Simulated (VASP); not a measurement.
KI:

```xyz
2
Lattice="0.0000 3.5328 3.5328 3.5328 0.0000 3.5328 3.5328 3.5328 0.0000" Properties=species:S:1:pos:R:3 pbc="T T T"
K     0.0000    0.0000    0.0000
I     3.5328    3.5328    3.5328
```

Base run:

- Program: VASP 6.6.1
- Functional: r2SCAN
- Potentials or basis: VASP PAW PBE potentials, release 64 (K_sv, I)
- Cutoff: 520 eV
- k mesh: 6 × 6 × 6
- Occupations: fermi-dirac, width 0.02 eV
- Spin: no spin polarisation

Its results: band gap on the k mesh 4.61 eV, direct; pressure 0.1 GPa.

The run is repeated on the same cell with these changes: functional from r2SCAN to PBEsol; k mesh from 6 × 6 × 6 to 8 × 8 × 8. What comes out?

Band gap on the k mesh 3.81 eV, direct; pressure -0.3 GPa.

Several settings changed at once, so the effect can't be laid on one alone.

Caveats: the PAW data sets were made with another functional, which shifts forces and pressure a little; spin-orbit coupling is left out, which moves the levels of the heavy elements.

A k mesh can miss the band edges.
